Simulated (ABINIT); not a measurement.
# Ge (P1) in ABINIT: single point with PBEsol

Aim: the single point of Ge with PBEsol.

All numbers are computed with ABINIT 10.8.3 (patched build); they aren't measurements. Logs are shortened: lines on timing, memory, paths and dates and some standing lists are left out, and cuts for length are marked. The log counts tension as positive stress, the text compression.

## 1. The cell of the first run

The typed cell holds 4 atoms: a = 3.998 Å, b = 3.998 Å, c = 6.599 Å, α = 90.00°, β = 90.00°, γ = 120.00°.

This isn't the form of Ge at room conditions, which is diamond.

## 2. Single point, PBEsol (atoms moved at random, drawn with an rms of 0.05 Å)

Contents of run.abi:

```
# Pseudopotentials
pp_dirpath "./"
pseudos "Ge.upf"

# Structure
acell 3.9975858431 3.9975858432 6.59937795 Angstrom
rprim
     1.0000000000     0.0000000000     0.0000000000
    -0.5000000000     0.8660254038     0.0000000000
     0.0000000000     0.0000000000     1.0000000000
ntypat 1
znucl 32
natom 4
typat 1 1 1 1
xred
     0.3280340000     0.6648870000     0.9395880000
     0.6776310000     0.3391870000     0.4332960000
     0.3436270000     0.6705210000     0.5672550000
     0.6731280000     0.3269050000     0.0611730000
chkprim 0
chksymtnons 0
tolsym 1.0e-6

# Plane-wave basis
ecut 1061.244064 eV

# k points
kptopt 1
ngkpt 8 8 4
nshiftk 1
shiftk 0.0 0.0 0.0

# Exchange and correlation
ixc -116133

# Bands and occupations
nband 34
occopt 3
tsmear 0.00183747

# SCF cycle
nstep 100
tolvrs 1.0e-10

# Output
iomode 3
prtwf 0
prtden 0
prteig 0
prtebands 0
```

Potentials or basis: PseudoDojo NC SR PBEsol v0.4.1 standard.

The run is started by

```sh
$ mpirun --bind-to none -np 4 abinit run.abi > log 2>&1
```

run.abo:

```text
.Version 10.8.3 of ABINIT
 Symmetries : space group P1 (#  1); Bravais aP (primitive triclinic)
================================================================================
 Values of the parameters that define the memory need of the present run
     intxc =       0    ionmov =       0      iscf =       7    lmnmax =       6
     lnmax =       6     mgfft =      72  mpssoang =       3    mqgrid =    3506
     natom =       4  nloc_mem =       1    nspden =       1   nspinor =       1
    nsppol =       1      nsym =       1    n1xccc =    2501    ntypat =       1
    occopt =       3   xclevel =       2
       mpw =        7223          nfft =      145800          nkpt =         132
================================================================================
================================================================================

--------------------------------------------------------------------------------
------------- Echo of variables that govern the present computation ------------
--------------------------------------------------------------------------------
 -outvars: echo values of preprocessed input variables --------
            acell      7.5543424083E+00  7.5543424085E+00  1.2471016927E+01 Bohr
              amu      7.26100000E+01
          chkprim           0
      chksymtnons           0
             ecut      3.90000000E+01 Hartree
                       outvar_i_n : Printing only first  50 k-points.
              ixc     -116133
                       outvar_i_n : Printing only first  50 k-points.
         kptrlatt        8    0    0      0    8    0      0    0    4
          kptrlen      4.98840677E+01
            natom           4
            nband          34
            ngfft          45      45      72
             nkpt         132
            nstep         100
             nsym           1
           ntypat           1
                       prtocc : prtvol=0, do not print more k-points.
           occopt           3
           prtden           0
        prtebands           0
           prteig           0
            prtwf           0
            rprim      1.0000000000E+00  0.0000000000E+00  0.0000000000E+00
                      -5.0000000000E-01  8.6602540380E-01  0.0000000000E+00
                       0.0000000000E+00  0.0000000000E+00  1.0000000000E+00
          spgroup           1
           tolsym      1.00000000E-06
           tolvrs      1.00000000E-10
           tsmear      1.83747000E-03 Hartree
            typat      1  1  1  1
                       outvars : Printing only first  50 k-points.
           xangst     -1.7627354808E-02  2.3018460373E+00  6.2006963293E+00
                       2.0309235177E+00  1.1742690891E+00  2.8594840682E+00
                       3.3445801923E-02  2.3213510067E+00  3.7435301390E+00
                       2.0374715634E+00  1.1317486713E+00  4.0370374734E-01
            xcart     -3.3310872912E-02  4.3498585946E+00  1.1717617852E+01
                       3.8378892312E+00  2.2190469766E+00  5.4036417503E+00
                       6.3203405695E-02  4.3867176448E+00  7.0742467068E+00
                       3.8502632441E+00  2.1386950322E+00  7.6288951847E-01
             xred      3.2803400000E-01  6.6488700000E-01  9.3958800000E-01
                       6.7763100000E-01  3.3918700000E-01  4.3329600000E-01
                       3.4362700000E-01  6.7052100000E-01  5.6725500000E-01
                       6.7312800000E-01  3.2690500000E-01  6.1173000000E-02
            znucl       32.00000

================================================================================

 chkinp: Checking input parameters for consistency.

================================================================================
== DATASET  1 ==================================================================

--- !DatasetInfo
iteration_state: {dtset: 1, }
dimensions: {natom: 4, nkpt: 132, mband: 34, nsppol: 1, nspinor: 1, nspden: 1, mpw: 7223, }
cutoff_energies: {ecut:  39.0, pawecutdg:  -1.0, }
electrons: {nelect:   5.60000000E+01, charge:   0.00000000E+00, occopt:   3.00000000E+00, tsmear:   1.83747000E-03, }
meta: {optdriver: 0, ionmov: 0, optcell: 0, iscf: 7, paral_kgb: 0, }
...

 Real(R)+Recip(G) space primitive vectors, cartesian coordinates (Bohr,Bohr^-1):
 R(1)=  7.5543424  0.0000000  0.0000000  G(1)=  0.1323742  0.0764263  0.0000000
 R(2)= -3.7771712  6.5422524  0.0000000  G(2)=  0.0000000  0.1528526  0.0000000
 R(3)=  0.0000000  0.0000000 12.4710169  G(3)=  0.0000000  0.0000000  0.0801859
 Unit cell volume ucvol=  6.1634777E+02 bohr^3
 Angles (23,13,12)=  9.00000000E+01  9.00000000E+01  1.20000000E+02 degrees

[... 54 lines left out ...]
entropy   :   0.00000000E+00
fermie    :   1.43815723E-01
cartesian_stress_tensor: # hartree/bohr^3
- [  5.60690031E-06,  -2.45012863E-05,   1.89664489E-05, ]
- [ -2.45012863E-05,  -1.89452797E-06,  -6.39799917E-06, ]
- [  1.89664489E-05,  -6.39799917E-06,  -5.66729251E-06, ]
pressure_GPa:   1.9172E-02
xred      :
- [  3.2803E-01,   6.6489E-01,   9.3959E-01, Ge]
- [  6.7763E-01,   3.3919E-01,   4.3330E-01, Ge]
- [  3.4363E-01,   6.7052E-01,   5.6725E-01, Ge]
- [  6.7313E-01,   3.2690E-01,   6.1173E-02, Ge]
cartesian_forces: # hartree/bohr
- [  1.16686334E-02,  -2.64318111E-03,  -2.50051202E-03, ]
- [  5.55792680E-04,  -1.59950970E-03,   7.59806810E-03, ]
- [ -8.28148912E-04,   1.22677715E-03,  -7.37112263E-03, ]
- [ -1.13962772E-02,   3.01591366E-03,   2.27356655E-03, ]
force_length_stats: {min:   7.51826188E-03, max:   1.22227645E-02, mean:   9.88283185E-03, }
...

 Integrated electronic density in atomic spheres:
 ------------------------------------------------
 Atom  Sphere_radius  Integrated_density
    1        2.00000         11.55920625
    2        2.00000         11.55111499
    3        2.00000         11.55041030
    4        2.00000         11.55455135
================================================================================

 ----iterations are completed or convergence reached----

 Mean square residual over all n,k,spin=   98.634E-09; max=  19.396E-05
 reduced coordinates (array xred) for    4 atoms
       0.328034000000      0.664887000000      0.939588000000
       0.677631000000      0.339187000000      0.433296000000
       0.343627000000      0.670521000000      0.567255000000
       0.673128000000      0.326905000000      0.061173000000
 rms dE/dt=  5.9465E-02; max dE/dt=  9.1927E-02; dE/dt below (all hartree)
    1      -0.088148409192      0.061366686545      0.031185651587
    2      -0.004198205092      0.012563622681     -0.094753912024
    3       0.006256563565     -0.011154043642      0.091927118951
    4       0.086091823200     -0.062776656158     -0.028351963136

 cartesian coordinates (angstrom) at end:
    1     -0.01762735480839     2.30184603733379     6.20069632928460
    2      2.03092351774696     1.17426908913114     2.85948406822320
    3      0.03344580192277     2.32135100671105     3.74353013902725
    4      2.03747156335857     1.13174867133002     0.40370374733535

 cartesian forces (hartree/bohr) at end:
    1      0.01166863342272    -0.00264318110683    -0.00250051202125
    2      0.00055579267998    -0.00159950969837     0.00759806809853
    3     -0.00082814891181     0.00122677714687    -0.00737112263139
    4     -0.01139627719090     0.00301591365833     0.00227356655411
 frms,max,avg= 5.8499158E-03 1.1668633E-02  -5.866E-08 -1.894E-08 -1.382E-07 h/b

 cartesian forces (eV/Angstrom) at end:
    1      0.60002525562649    -0.13591783731992    -0.12858149796944
    2      0.02858000871241    -0.08225009569428     0.39070837071732
    3     -0.04258512925225     0.06308341726759    -0.37903836558444
    4     -0.58602013508664     0.15508451574661     0.11691149283656
 frms,max,avg= 3.0081477E-01 6.0002526E-01  -3.016E-06 -9.740E-07 -7.108E-06 e/A
 length scales=  7.554342408265  7.554342408454 12.471016926855 bohr
              =  3.997585843100  3.997585843200  6.599377950000 angstroms
 Fermi (or HOMO) energy (hartree) =   0.14382   Average Vxc (hartree)=  -0.37484
 Eigenvalues (hartree) for nkpt= 132  k points:
 kpt#   1, nband= 34, wtk=  0.00391, kpt=  0.0000  0.0000  0.0000 (reduced coord)
  -0.77570   -0.77475   -0.77274   -0.77268   -0.77261   -0.77200   -0.76973   -0.76959
  -0.76710   -0.76708   -0.76601   -0.76589   -0.76483   -0.76465   -0.76283   -0.76267
  -0.76083   -0.76082   -0.75958   -0.75955   -0.32738   -0.25069   -0.13979    0.08444
   0.09240    0.13441    0.13752    0.14229    0.14657    0.15317    0.22065    0.22841
   0.24574    0.31483
      occupation numbers for kpt#   1
   2.00000    2.00000    2.00000    2.00000    2.00000    2.00000    2.00000    2.00000
   2.00000    2.00000    2.00000    2.00000    2.00000    2.00000    2.00000    2.00000
   2.00000    2.00000    2.00000    2.00000    2.00000    2.00000    2.00000    2.00000
   2.00000    1.98814    1.93708    1.39220    0.36523    0.01224    0.00000    0.00000
   0.00000    0.00000
 prteigrs : prtvol=0 or 1, do not print more k-points.

--- !EnergyTerms
iteration_state     : {dtset: 1, }
comment             : Components of total free energy in Hartree
kinetic             :  2.67949627305526E+02
hartree             :  1.11198065620653E+02
xc                  : -8.63752390174105E+01
Ewald energy        : -1.96667065199590E+02
psp_core            :  1.12182169173785E+01
local_psp           : -2.75463354967252E+02
non_local_psp       : -1.88663341900347E+02
internal            : -3.56803091241041E+02
'-kT*entropy'       : -5.91516551943751E-05
total_energy        : -3.56803150392696E+02
total_energy_eV     : -9.70910833911851E+03
band_energy         : -3.17335866434262E+01
...

 Cartesian components of stress tensor (hartree/bohr^3)
  sigma(1 1)=  5.60690031E-06  sigma(3 2)= -6.39799917E-06
  sigma(2 2)= -1.89452797E-06  sigma(3 1)=  1.89664489E-05
  sigma(3 3)= -5.66729251E-06  sigma(2 1)= -2.45012863E-05

-Cartesian components of stress tensor (GPa)         [Pressure=  1.9172E-02 GPa]
- sigma(1 1)=  1.64960702E-01  sigma(3 2)= -1.88235634E-01
- sigma(2 2)= -5.57389373E-02  sigma(3 1)=  5.58012191E-01
- sigma(3 3)= -1.66737502E-01  sigma(2 1)= -7.20852732E-01

== END DATASET(S) ==============================================================
================================================================================

 -outvars: echo values of variables after computation  --------
            acell      7.5543424083E+00  7.5543424085E+00  1.2471016927E+01 Bohr
           etotal     -3.5680315039E+02
            fcart      1.1668633423E-02 -2.6431811068E-03 -2.5005120213E-03
                       5.5579267998E-04 -1.5995096984E-03  7.5980680985E-03
                      -8.2814891181E-04  1.2267771469E-03 -7.3711226314E-03
                      -1.1396277191E-02  3.0159136583E-03  2.2735665541E-03
            rprim      1.0000000000E+00  0.0000000000E+00  0.0000000000E+00
                      -5.0000000000E-01  8.6602540380E-01  0.0000000000E+00
                       0.0000000000E+00  0.0000000000E+00  1.0000000000E+00
           strten      5.6069003102E-06 -1.8945279724E-06 -5.6672925053E-06
                      -6.3979991665E-06  1.8966448852E-05 -2.4501286344E-05
           xangst     -1.7627354808E-02  2.3018460373E+00  6.2006963293E+00
                       2.0309235177E+00  1.1742690891E+00  2.8594840682E+00
                       3.3445801923E-02  2.3213510067E+00  3.7435301390E+00
                       2.0374715634E+00  1.1317486713E+00  4.0370374734E-01
             xred      3.2803400000E-01  6.6488700000E-01  9.3958800000E-01
                       6.7763100000E-01  3.3918700000E-01  4.3329600000E-01
                       3.4362700000E-01  6.7052100000E-01  5.6725500000E-01
                       6.7312800000E-01  3.2690500000E-01  6.1173000000E-02
 Calculation completed.
```

Run time: 5.6 min. Hardware: 4 MPI ranks of Intel Xeon Platinum 8375C at 2.90GHz (Ice Lake), shared host; peak memory 0.84 GiB.

What came out:

* Free energy: -9709.1083 eV
* Pressure: 0.0 GPa
* Largest force: 0.629 eV/Å
* Band gap on the k mesh: 0.10 eV, indirect (least direct gap 0.12 eV)
* Valence electrons inside the program's atomic spheres: Ge 11.56, 11.55 (radii [1.0584] Å)

Forces in eV/Å, atoms in the order of the input:
```
Ge   0.600 -0.136 -0.129
Ge   0.029 -0.082  0.391
Ge  -0.043  0.063 -0.379
Ge  -0.586  0.155  0.117
```

A k mesh can miss the band edges.
